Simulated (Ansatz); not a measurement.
## Zone-centre phonons of AlN at 3 GPa: input and output

Theory: DFT PBE, scalar-relativistic, plane waves, PAW (Ansatz).

Launched with:
```bash
ansatz run input.yaml --threads 1 --pin off --max-ram 3072MiB --backend cpu --events-out ev --progress --plain --runs-dir out
```

Input (bare energies are in eV):
```yaml
crystal:
  lattice:
    - [3.1155234315, 0.0, 0.0]
    - [-1.5577617158, 2.6981224378, 0.0]
    - [0.0, 0.0, 4.9896433217]
  atoms:
    - { symbol: Al, position: [0.3333333333, 0.6666666667, 0.0015947237] }
    - { symbol: Al, position: [0.6666666667, 0.3333333333, 0.5015947237] }
    - { symbol: "N", position: [0.3333333333, 0.6666666667, 0.3834052763] }
    - { symbol: "N", position: [0.6666666667, 0.3333333333, 0.8834052763] }
basis:
  ecutwfc: 420
kpoints:
  mp_grid: { grid: [12, 12, 6] }
hamiltonian:
  xc: pbe
scf:
  occupations: { method: fixed }
output:
  eigenvalues: true
phonons:
  method: dfpt
  dielectric: true
  rigid_motions: translations
  eigenvectors: true
```

The end of the output:
```
--- Phonons (Γ-DFPT): 4 representative perturbations + reference, on 242 of 864 k-points (Σ response iterations 12) ---
  k mesh reduced under 2 symmetry operations, with k and −k counted as one. Each operation leaves every solved perturbation unchanged. A smaller set is not considered because the run solves the response ...
  ASR residual: 3.452e-4 → 0.000e0 eV/Å²; symmetrization residual: 3.453e-4 eV/Å²
  ASR residual per site (eV/Å²): 1.94e-4 1.94e-4 3.45e-4 3.45e-4
  Γ frequencies (cm⁻¹): 0.00 0.00 0.00 236.49 236.49 543.18 606.13 651.01 651.01 662.34 662.34 716.42
  ε∞ (high-frequency dielectric tensor):
        4.445344     0.000000     0.000000
        0.000000     4.445344    -0.000000
        0.000000    -0.000000     4.668936
  ε⁰ (static dielectric tensor: ions relaxed, cell fixed):
        8.149576     0.000000    -0.000000
        0.000000     8.149576     0.000000
       -0.000000     0.000000     9.671057
  ε⁰ − ε∞ (ionic part):
        3.704232     0.000000    -0.000000
        0.000000     3.704232     0.000000
       -0.000000     0.000000     5.002121
  softest optical mode at Γ: 236.49 cm⁻¹; the repairs (sum rule, projections) moved no ω² at Γ by more than (9.34 cm⁻¹)²
  Born effective charges Z* (e; rows j = field, columns β = displacement):
    site 0:
         2.52704    0.00000    0.00000
         0.00000    2.52704    0.00000
        -0.00000   -0.00000    2.68734
    site 1:
         2.52704    0.00000    0.00000
         0.00000    2.52704   -0.00000
        -0.00000   -0.00000    2.68734
    site 2:
        -2.52704   -0.00000    0.00000
        -0.00000   -2.52704   -0.00000
         0.00000   -0.00000   -2.68734
    site 3:
        -2.52704   -0.00000   -0.00000
        -0.00000   -2.52704    0.00000
        -0.00000    0.00000   -2.68734
  Z* charge neutrality: 1.936e-3 e pre-enforcement
  solved inside a basis spanned on kpoints, on 12×12×6 k-points, its susceptibility summed on 16×16×10: ε∞ is read to err by 1.4e-2, Z* by 1.1e-2 e (field_mesh: kpoints solves on kpoints); Z* is corrected for ...
  optical modes at Γ without the LO–TO term, one row a degenerate level:
      ω (cm⁻¹) modes IR ((D/Å)²/amu)
        236.49      2             0.0000
        543.18      1             0.0000
        606.13      1            36.1400
        651.01      2             0.0000
        662.34      2            63.9144
        716.42      1             0.0000
  optical modes at Γ + LO–TO along q̂ = [1.0000, 0.0000, 0.0000]:
      ω (cm⁻¹) modes IR ((D/Å)²/amu)
        236.49      2             0.0000
        543.18      1             0.0000
        606.13      1            36.1400
        651.01      2             0.0000
        662.34      1            31.9572
        716.42      1             0.0000
        896.81      1            31.9572
  optical modes at Γ + LO–TO along q̂ = [0.0000, 1.0000, 0.0000]:
      ω (cm⁻¹) modes IR ((D/Å)²/amu)
        236.49      2             0.0000
        543.18      1             0.0000
        606.13      1            36.1400
        651.01      2             0.0000
        662.34      1            31.9572
        716.42      1             0.0000
        896.81      1            31.9572
  optical modes at Γ + LO–TO along q̂ = [0.0000, 0.0000, 1.0000]:
      ω (cm⁻¹) modes IR ((D/Å)²/amu)
        236.49      2             0.0000
        543.18      1             0.0000
        651.01      2             0.0000
        662.34      2            63.9144
        716.42      1             0.0000
        872.36      1            36.1400
```

The run took 2.3 min on 1 thread of Intel(R) Xeon(R) Platinum 8259CL CPU @ 2.50GHz (Skylake/Cascade Lake), on a shared host, peak memory 0.81 GiB.